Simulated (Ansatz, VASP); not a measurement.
One calculation of AlNi, two programs

INCAR

```
SYSTEM = AlNi
ALGO     = Fast           ! electronic algorithm
EDIFF    = 1E-6           ! SCF threshold, eV
ENCUT    = 520            ! plane-wave cutoff, eV
GGA      = PE             ! functional
ISIF     = 2              ! what is computed and relaxed
ISMEAR   = 0              ! smearing method
LASPH    = .True.         ! aspherical terms in the spheres
LCHARG   = .False.        ! write CHGCAR
LREAL    = .False.        ! projectors in reciprocal space
LWAVE    = .False.        ! write WAVECAR
NBANDS   = 14             ! bands
NELM     = 100            ! most SCF steps
PREC     = Accurate       ! precision mode
SIGMA    = 0.15           ! smearing width, eV
```

The input KPOINTS:

```
k-points
0
Gamma
  18 18 18
  0 0 0
```

The input POSCAR:

```
AlNi
1.0
    2.5668084192      0.0000000000      0.0000000000
    0.0000000000      2.5668084192      0.0000000000
    0.0000000000      0.0000000000      3.6294671048
Al Ni
1 1
Direct
    0.0000000000      0.0000000000      0.0000000000
    0.5000000000      0.5000000000      0.5000000000
```

Input for Ansatz:

```yaml
crystal:
  lattice:
    - [2.5668084192, 0.0, 0.0]
    - [0.0, 2.5668084192, 0.0]
    - [0.0, 0.0, 3.6294671048]
  atoms:
    - { symbol: Al, position: [0.0, 0.0, 0.0] }
    - { symbol: Ni, position: [0.5, 0.5, 0.5] }
basis:
  ecutwfc: 420
kpoints:
  mp_grid: { grid: [18, 18, 18] }
hamiltonian:
  xc: pbe
scf:
  occupations: { method: gaussian, width: 0.15 }
output:
  forces: true
  stress: true
  eigenvalues: true
```

Alike in both runs: task single point; functional PBE; k mesh 18 × 18 × 18; occupations gaussian, width 0.15 eV; no spin polarisation.

|  | VASP | Ansatz |
| --- | --- | --- |
| version | VASP 6.6.1 | Ansatz 0.2.0 |
| potentials or method | VASP PAW PBE potentials, release 64 (Al, Ni) | scalar-relativistic, plane waves, PAW |
| plane-wave cutoff (eV) | 520 | 420 |
| valence electrons in the cell | 13 | 21 |

|  | VASP | Ansatz | Ansatz less VASP |
| --- | --- | --- | --- |
| gap on the k mesh at the Fermi level (eV) | none | none | - |
| pressure (GPa) | 5.1 | 4.8 | -0.30 |
| largest component of the traceless stress (GPa) | 12.84 | 12.72 | -0.115 |

A gap of «none» marks a metal or a gap that the smearing closes. The functional is the same, so the differences come from potentials, cutoffs and numerics. The two sets of potentials don't hold the same shells in valence.

Spin polarisation is off, so any magnetic state and its effect on volume and gap are missing.
